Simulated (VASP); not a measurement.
# Ag (Fm-3m) in VASP: settings compared

Aim: see how the results for Ag move with the level of theory and the settings. Levels: PBEsol, r2SCAN. Tasks: relaxation of the atoms, relaxation of cell and atoms.

All numbers are computed with VASP 6.6.1; they aren't measurements. Logs are shortened: lines on timing, memory, paths and dates and some standing lists are left out, and cuts for length are marked.

## (1) The crystal as given

The structure is cubic, space group Fm-3m (No. 225). Conventional cell: a = 4.085 Å, b = 4.085 Å, c = 4.085 Å, α = 90.00°, β = 90.00°, γ = 90.00°. Ag (site symmetry m-3m) has 12 Ag at 2.89 Å as nearest neighbours.

## (2) Relaxation of the atoms, PBEsol (a relaxed cell with its volume scaled by 1.06)

INCAR reads:

```
PREC = Accurate
ENCUT = 600
EDIFF = 1E-7
ISMEAR = 1
SIGMA = 0.1
LREAL = F
LASPH = T
NELM = 80
ALGO = Fast
ISIF = 2
LWAVE = F
LCHARG = F
GGA = PS
IBRION = 2
NSW = 40
EDIFFG = -0.01
```

KPOINTS reads:

```
Automatic mesh
0
Gamma
  16 16 16
```

POSCAR reads:

```
Ag                                      
1.0
    0.0000000000      2.0654936450      2.0654936450
    2.0654936450      0.0000000000      2.0654936450
    2.0654936450      2.0654936450      0.0000000000
  Ag            
     1
Direct
     0.0000000000000000    0.0000000000000000    0.0000000000000000
```

Potentials or basis: VASP PAW PBE potentials, release 64 (Ag).

Launch:

```bash
$ cat potpaw_PBE.64/Ag/POTCAR > POTCAR
$ mpirun -np 1 vasp_std > vasp.out
```

OUTCAR:

```text
PREC = Accurate
   ENCUT = 600
   EDIFF = 1E-7
   ISMEAR = 1
   LREAL = F
   LASPH = T
   NELM = 80
   ISIF = 2
   GGA = PS
   IBRION = 2
   NSW = 40
   EDIFFG = -0.01

 ion  position               nearest neighbor table
   1  0.000  0.000  0.000-

  LATTYP: Found a face centered cubic cell.
 ALAT       =     4.1309872900

  Lattice vectors:

 A1 = (   0.0000000000,   2.0654936450,   2.0654936450)
 A2 = (   2.0654936450,   0.0000000000,   2.0654936450)
 A3 = (   2.0654936450,   2.0654936450,   0.0000000000)

Analysis of symmetry for initial positions (statically):
=====================================================================
 Subroutine PRICEL returns:
 Original cell was already a primitive cell.

 Routine SETGRP: Setting up the symmetry group for a
 face centered cubic supercell.

 Subroutine GETGRP returns: Found 48 space group operations
 (whereof 48 operations were pure point group operations)
 out of a pool of 48 trial point group operations.

The static configuration has the point symmetry O_h .

Analysis of symmetry for dynamics (positions and initial velocities):
=====================================================================
 Subroutine PRICEL returns:
 Original cell was already a primitive cell.

 Routine SETGRP: Setting up the symmetry group for a
 face centered cubic supercell.

 Subroutine GETGRP returns: Found 48 space group operations
 (whereof 48 operations were pure point group operations)
 out of a pool of 48 trial point group operations.

The dynamic configuration has the point symmetry O_h .

 Subroutine INISYM returns: Found 48 space group operations
 (whereof 48 operations are pure point group operations),
 and found     1 'primitive' translations

----------------------------------------------------------------------------------------

                                     Primitive cell

  volume of cell :      17.6239

  direct lattice vectors                    reciprocal lattice vectors
     0.000000000  2.065493645  2.065493645    -0.242072882  0.242072882  0.242072882
     2.065493645  0.000000000  2.065493645     0.242072882 -0.242072882  0.242072882
     2.065493645  2.065493645  0.000000000     0.242072882  0.242072882 -0.242072882

  length of vectors
     2.921049126  2.921049126  2.921049126     0.419282531  0.419282531  0.419282531

  position of ions in fractional coordinates (direct lattice)
     0.000000000  0.000000000  0.000000000

  ion indices of the primitive-cell ions
   primitive index   ion index
                 1           1

----------------------------------------------------------------------------------------

 KPOINTS: Automatic mesh

Automatic generation of k-mesh.
 Grid dimensions read from file:
 generate k-points for:   16   16   16

 Generating k-lattice:

  Cartesian coordinates                     Fractional coordinates (reciprocal lattice)
    -0.015129555  0.015129555  0.015129555     0.062500000  0.000000000  0.000000000
     0.015129555 -0.015129555  0.015129555     0.000000000  0.062500000  0.000000000
     0.015129555  0.015129555 -0.015129555     0.000000000  0.000000000  0.062500000

  Length of vectors
     0.026205158  0.026205158  0.026205158

  Shift w.r.t. Gamma in fractional coordinates (k-lattice)
     0.000000000  0.000000000  0.000000000

 Subroutine IBZKPT returns following result:
 ===========================================

 Found    145 irreducible k-points:

 Following reciprocal coordinates:
            Coordinates               Weight
  0.000000  0.000000  0.000000      1.000000
  0.062500  0.000000  0.000000      8.000000
  0.125000  0.000000  0.000000      8.000000
  0.187500  0.000000  0.000000      8.000000
  0.250000  0.000000  0.000000      8.000000
  0.312500  0.000000  0.000000      8.000000
[... 16 lines left out ...]
 -0.125000  0.062500  0.000000     24.000000
 -0.062500  0.062500  0.000000     12.000000
 [... further k-points ...]
   k-points           NKPTS =    145   k-points in BZ     NKDIM =    145   number of bands    NBANDS=      9
   number of dos      NEDOS =    301   number of ions     NIONS =      1
   total plane-waves  NPLWV =  13824
   dimension x,y,z NGX =    24 NGY =   24 NGZ =   24
   dimension x,y,z NGXF=    48 NGYF=   48 NGZF=   48
   ions per type =               1
   NGX,Y,Z   is equivalent  to a cutoff of  13.66, 13.66, 13.66 a.u.
   NGXF,Y,Z  is equivalent  to a cutoff of  27.32, 27.32, 27.32 a.u.
 SYSTEM =  unknown system
   PREC   = accura    normal or accurate (medium, high low for compatibility)
   ISTART =      0    job   : 0-new  1-cont  2-samecut
   ICHARG =      2    charge: 1-file 2-atom 10-const
   ISPIN  =      1    spin polarized calculation?
   LNONCOLLINEAR =      F non collinear calculations
   LSORBIT =      F    spin-orbit coupling
   LASPH  =      T    aspherical Exc in radial PAW
   ENCUT  =  600.0 eV  44.10 Ry    6.64 a.u.   5.83  5.83  5.83*2*pi/ulx,y,z
   NELM   =     80;   NELMIN=  2; NELMDL= -5     # of ELM steps
   EDIFF  = 0.1E-06   stopping-criterion for ELM
   LREAL  =      F    real-space projection
   EDIFFG = -.1E-01   stopping-criterion for IOM
   NSW    =     40    number of steps for IOM
   IBRION =      2    ionic relax: 0-MD 1-quasi-New 2-CG
   NFREE  =      1    steps in history (QN), initial steepest desc. (CG)
   ISIF   =      2    stress and relaxation
   ISYM   =      2    0-nonsym 1-usesym 2-fastsym
   POTIM  = 0.5000    time-step for ionic-motion
   TEBEG  =    0.0;   TEEND  =   0.0 temperature during run
   PSTRESS=    0.0 pullay stress
   NELECT =      11.0000    total number of electrons
   NUPDOWN=      -1.0000    fix difference up-down
   EMIN   =  10.00;   EMAX   =-10.00  energy-range for DOS
   EFERMI =   0.00;   METHOD = LEGACY
   ISMEAR =     1;   SIGMA  =   0.10  broadening in eV -4-tet -1-fermi 0-gaus
   EFERMI_NEDOS =   21; number of points for ismear=-14 and -15
   IALGO  =     68    algorithm
   IMIX   =      4    mixing-type and parameters
     AMIX     =   0.40;   BMIX     =  1.00
     AMIX_MAG =   1.60;   BMIX_MAG =  1.00
  volume/ion in A,a.u.               =      17.62       118.93
  Fermi-wavevector in a.u.,A,eV,Ry     =   1.399067  2.643853 26.631889  1.957389
  Thomas-Fermi vector in A             =   2.522163
   LORBIT       =      0    0 simple, 1 ext, 2 COOP (PROOUT), +10 PAW based schemes
   GGA     = PS    functional components
   LHFCALC =     F    Hartree Fock is set to
   AEXX    =    0.0000 exact exchange contribution
   IVDW    =     0    specifies the selected vdW correction
   LEPSILON=     F    determine dielectric tensor
   LRPA    =     F    only Hartree local field effects (RPA)
 conjugate gradient relaxation of ions
 non-spin polarized calculation
 RMM-DIIS sequential band-by-band and
 Methfessel and Paxton  Order N= 1 SIGMA  =   0.10
  energy-cutoff  :      600.00
  volume of cell :       17.62
 maximum number of plane-waves:       609
   NGX = 11   NGY = 11   NGZ = 11

 number of electron      10.9999999 magnetization

 Free energy of the ion-electron system (eV)
  ---------------------------------------------------
  ext. energy  EPLUGINS =         0.00000000
  ---------------------------------------------------
  free energy    TOTEN  =        -3.29129636 eV

  energy without entropy =       -3.29077898  energy(sigma->0) =       -3.29112390

 E-fermi :   7.7018     XC(G=0): -12.2157

 val. band max:        7.6716072698   @ k =   0.5000   0.3125   0.1250
 cond. band min:       7.7135623546   @ k =   0.5000   0.1875   0.0625
 fundamental gap:      0.0419550848
 Fermi energy:         7.7018279203

 k-point     1 :       0.0000    0.0000    0.0000
  band No.  band energies     occupation
      1       0.1915      2.00000
      2       3.1279      2.00000
      3       3.1279      2.00000
      4       3.1279      2.00000
      5       4.1151      2.00000
      6       4.1151      2.00000
      7      23.6894      0.00000
      8      27.0672      0.00000
      9      27.0672      0.00000

 k-point     2 :       0.0625    0.0000    0.0000
  band No.  band energies     occupation
      1       0.3106      2.00000
      2       3.1012      2.00000
      3       3.1603      2.00000
      4       3.1603      2.00000
      5       4.1029      2.00000
      6       4.1029      2.00000
      7      23.6955      0.00000
      8      26.0468      0.00000
      9      27.1035      0.00000

 k-point     3 :       0.1250    0.0000    0.0000
  band No.  band energies     occupation
      1       0.6511      2.00000
      2       3.0443      2.00000
      3       3.2406      2.00000
      4       3.2406      2.00000
      5       4.0829      2.00000
      6       4.0829      2.00000
      7      23.0837      0.00000
      8      24.7112      0.00000
      9      27.1768      0.00000

 k-point     4 :       0.1875    0.0000    0.0000
  band No.  band energies     occupation
      1       1.1392      2.00000
      2       3.0485      2.00000
      3       3.3149      2.00000
      4       3.3149      2.00000
      5       4.1076      2.00000
      6       4.1076      2.00000
      7      21.0152      0.00000
      8      24.4900      0.00000
      9      27.1791      0.00000

 k-point     5 :       0.2500    0.0000    0.0000
  band No.  band energies     occupation
      1       1.5605      2.00000
      2       3.3202      2.00000
      3       3.3202      2.00000
      4       3.3470      2.00000
      5       4.2335      2.00000
      6       4.2335      2.00000
      7      18.6338      0.00000
      8      24.2328      0.00000
      9      26.9555      0.00000

 k-point     6 :       0.3125    0.0000    0.0000
  band No.  band energies     occupation
      1       1.6984      2.00000
      2       3.2616      2.00000
      3       3.2616      2.00000
      4       4.1647      2.00000
      5       4.4399      2.00000
      6       4.4399      2.00000
      7      16.2664      0.00000
      8      23.7838      0.00000
      9      26.4553      0.00000
[... 169 lines left out ...]
 k-point    21 :      -0.2500    0.0625    0.0000
  band No.  band energies     occupation
      1       1.7283      2.00000
      2       3.2303      2.00000
      3       3.3520      2.00000
      4       3.4674      2.00000
      5       4.1424      2.00000
      6       4.6089      2.00000
      7      17.9152      0.00000
      8      23.4851      0.00000
      9      25.7058      0.00000

 k-point    22 :      -0.1875    0.0625    0.0000
  band No.  band energies     occupation
      1       1.3993      2.00000
      2       2.9938      2.00000
      3       3.3715      2.00000
      4       3.3716      2.00000
      5       3.9899      2.00000
      6       4.3261      2.00000
      7      20.3121      0.00000
      8      23.7786      0.00000
      9      26.2416      0.00000

 k-point    23 :      -0.1250    0.0625    0.0000
  band No.  band energies     occupation
      1       0.9031      2.00000
      2       2.9735      2.00000
      3       3.2981      2.00000
      4       3.3227      2.00000
      5       3.9783      2.00000
      6       4.1864      2.00000
      7      22.5789      0.00000
      8      24.0426      0.00000
      9      26.3194      0.00000

 k-point    24 :      -0.0625    0.0625    0.0000
  band No.  band energies     occupation
      1       0.5044      2.00000
      2       3.0462      2.00000
      3       3.2045      2.00000
      4       3.2316      2.00000
      5       4.0400      2.00000
      6       4.1348      2.00000
      7      23.6377      0.00000
      8      25.0794      0.00000
      9      26.4370      0.00000

 [... further k-points ...]

------------------------ aborting loop because EDIFF is reached ----------------------------------------

  FORCE on cell =-STRESS in cart. coord.  units (eV):
  Direction    XX          YY          ZZ          XY          YZ          ZX
  --------------------------------------------------------------------------------------
  -------------------------------------------------------------------------------------
  Total       -0.6397051     -0.6397051     -0.6397051      0.0000000      0.0000000      0.0000000
  in kB      -58.1552321    -58.1552321    -58.1552321      0.0000000      0.0000000      0.0000000
  external PRESSURE =     -58.1552321 kB  Pullay stress =       0.0000000 kB

 VOLUME and BASIS-vectors are now :
 -----------------------------------------------------------------------------
  energy-cutoff  :      600.00
  volume of cell :       17.62
      direct lattice vectors                 reciprocal lattice vectors
     0.000000000  2.065493645  2.065493645    -0.242072882  0.242072882  0.242072882
     2.065493645  0.000000000  2.065493645     0.242072882 -0.242072882  0.242072882
     2.065493645  2.065493645  0.000000000     0.242072882  0.242072882 -0.242072882

 POSITION                                       TOTAL-FORCE (eV/Angst)
 -----------------------------------------------------------------------------------
      0.00000      0.00000      0.00000         0.000000     -0.000000     -0.000000
 -----------------------------------------------------------------------------------
    total drift:                               -0.000000      0.000000      0.000000

  FREE ENERGIE OF THE ION-ELECTRON SYSTEM (eV)
  ---------------------------------------------------
  free  energy   TOTEN  =        -3.2912963565 eV

  energy  without entropy=       -3.2907789755  energy(sigma->0) =       -3.29112390

 reached required accuracy - stopping structural energy minimisation
```

It took 11 s on 1 thread of Intel Xeon 6975P-C (Granite Rapids), shared host; peak memory 0.16 GiB.

Results:

| Property | Result |
| --- | --- |
| Free energy | -3.2913 eV |
| Pressure after relaxing | -5.8 GPa |
| Band gap on the k mesh | none (metal or under the smearing width) |

Final structure:
```xyz
1
Lattice="0.0000 2.0655 2.0655 2.0655 0.0000 2.0655 2.0655 2.0655 0.0000" Properties=species:S:1:pos:R:3 pbc="T T T"
Ag    0.0000    0.0000    0.0000
```

Levels at points of the mesh, in eV from the Fermi level:
| k point | band 3 | band 4 | band 5 | band 6 | band 7 | band 8 | band 9 |
| --- | --- | --- | --- | --- | --- | --- | --- |
| (0.00, 0.00, 0.00) | -4.57 | -4.57 | -3.59 | -3.59 | 15.99 | 19.37 | 19.37 |
| (0.50, 0.00, 0.00) | -4.59 | -2.83 | -2.83 | -0.29 | 3.48 | 15.22 | 17.55 |
| (0.50, 0.50, 0.00) | -2.86 | -2.64 | -2.64 | 1.65 | 6.54 | 10.51 | 10.51 |

Caveat: the relaxation stopped at its first step, so nothing moved; the PAW data sets were made with another functional, which shifts forces and pressure a little.

[end of part 1 of 2]
